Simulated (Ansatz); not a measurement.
# Migration of Cd in CdS

How high is the barrier in CdS when interstitial Cd hops to an equivalent place? Supercell of 12 sites; relaxed ends, then a climbing-image band.

Program: Ansatz 0.2.0. Level of theory: DFT PBE, scalar-relativistic, plane waves, PAW. These are calculated values, not measurements.

1 further run of the same task is left out (set aside as unsound or not needed).

## (1) The structure to begin with

It takes space group P6_3mc (No. 186, hexagonal). Conventional cell: a = 4.197 Å, b = 4.197 Å, c = 6.831 Å, α = 90.00°, β = 90.00°, γ = 120.00°. Cd (site symmetry 3m) is surrounded by 4 S at 2.57 Å. S (site symmetry 3m) is surrounded by 4 Cd at 2.57 Å.

As a file:

```
CELL_PARAMETERS angstrom
4.19732 0.00000 0.00000
-2.09866 3.63498 0.00000
0.00000 0.00000 6.83073
ATOMIC_POSITIONS crystal
Cd 0.66667 0.33333 0.50026
Cd 0.33333 0.66667 0.00026
S 0.66667 0.33333 0.87674
S 0.33333 0.66667 0.37674
```

It goes back to an entry of the Materials Project.

This cell was relaxed beforehand with the same method: volume 26.05 Å³/atom, gap on the mesh 1.11 eV.

## (2) The defect cell, relaxed

The supercell's rows are 0 0 1; -2 -1 0; 1 -1 0 in vectors of the relaxed cell. Atom 13 is the Cd that will move.

Contents of input.yaml:

```yaml
crystal:
  lattice:
    - [0.0, 0.0, 6.8307328177]
    - [-6.295977451, -3.6349842762, 0.0]
    - [6.2959774511, -3.6349842761, 0.0]
  atoms:
    - { symbol: Cd, position: [0.5002556787, 0.3333333333, 0.3333333333] }
    - { symbol: Cd, position: [0.5002556787, 1.0, 0.6666666667] }
    - { symbol: Cd, position: [0.5002556787, 0.6666666667, 0.0] }
    - { symbol: Cd, position: [0.0002556787, 0.3333333333, 1.0] }
    - { symbol: Cd, position: [0.0002556787, 1.0, 0.3333333333] }
    - { symbol: Cd, position: [0.0002556787, 0.6666666667, 0.6666666667] }
    - { symbol: S, position: [0.8767443213, 0.3333333333, 0.3333333333] }
    - { symbol: S, position: [0.8767443213, 1.0, 0.6666666667] }
    - { symbol: S, position: [0.8767443213, 0.6666666667, 0.0] }
    - { symbol: S, position: [0.3767443213, 0.3333333333, 1.0] }
    - { symbol: S, position: [0.3767443213, 1.0, 0.3333333333] }
    - { symbol: S, position: [0.3767443213, 0.6666666667, 0.6666666667] }
    - { symbol: Cd, position: [0.1936885785, -0.0111199541, -0.0168179235] }
basis:
  ecutwfc: 420
  xc_grid: 2
kpoints:
  mp_grid: { grid: [2, 2, 2], shift: [0.0, 0.0, 0.0] }
hamiltonian:
  xc: pbe
scf:
  occupations: { method: gaussian, width: 0.02 }
output:
  forces: true
  stress: false
  eigenvalues: true
  write_density: true
  write_potential: true
  elf: true
  volumetric_format: npy
relax:
  adjacent_minimum: "off"
  f_tol: 0.02
  max_steps: 60
```

Launch:

```sh
$ ansatz run input.yaml --threads 4 --pin off --max-ram 8192MiB --backend cpu --events-out ev --progress --plain --runs-dir out
```

Further runs follow: nudged elastic band, a jump of 3.42 Å.

Before running it: what results should come out? Wanted: barrier forwards; barrier backwards; second end relative to first; highest image; neighbours of Cd at the start; at the top.

**Answer**, as computed:

| quantity | value |
| --- | --- |
| barrier forwards | 1.31 eV |
| barrier backwards | 1.31 eV |
| second end relative to first | 0.000 eV |
| highest image | 3 of 0 to 6, climbing |
| band iterations | 4 |
| neighbours of Cd at the start; at the top | 3 S at 2.88 Å, 3 Cd at 2.91 Å, 3 Cd at 3.08 Å; 3 Cd at 2.63 Å, 3 S at 2.65 Å |

**Reading.** The barrier from the first end is 1.31 eV, 51 times kT at 300 K, which at an assumed attempt frequency of 10^13 s⁻¹ means a rate near 10^-9 s⁻¹. Both ends agree in energy to 1 meV. The input switches the test of curvatures off, so the top was not shown to be a first-order saddle. The top still moved by 11 meV in the last iteration, which bounds the digits to trust. The small cell leaves errors of about a tenth of an eV.
